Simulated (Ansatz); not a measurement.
Zinc-blende InN (metastable phase) was calculated with PBE0 in Ansatz (plane waves, PAW).

Run with plane-wave cutoff 460 eV, 10×10×10 k mesh, Fermi–Dirac smearing 0.01 eV, scalar-relativistic PAW data made under PBE.

A third-order Birch–Murnaghan fit to the energies gives V0 = 15.457 Å³/atom, B0 = 145 GPa, B′ = 4.5.

```csv
V (Å³/atom),P (GPa)
14.625,9.08
15.010,4.54
15.395,0.58
15.765,___
16.165,___
```

Q: Estimate the withheld pressures from this fit; the answers are the runs' own values.

A: 
- 15.765, P (GPa): -2.75
- 16.165, P (GPa): -5.88

The formula P = (3/2) B0 (x^(7/3) − x^(5/3)) [1 + (3/4)(B′ − 4)(x^(2/3) − 1)] with x = V0/V meets the computed pressures within 0.02 GPa when these rounded values are put in.

Measured, for comparison: equilibrium volume per atom 15.72 Å³/atom (temperature not stated, no zero-point or thermal correction, epilayer on 3C-SiC; as tabulated in Schörmann, As, Lischka, Schley, Goldhahn et al., Appl. Phys. Lett. 89, 261903 …). Computed (rounded) less measured: equilibrium volume per atom -1.7 %. A static lattice is as a rule a little smaller and stiffer than an uncorrected measurement, which narrows the difference in the equilibrium volume per atom and would widen misses of the other sign.

Spin–orbit coupling is not included.

The computed numbers hold no vibrational or temperature effects.

Ansatz is a program for electronic structure.
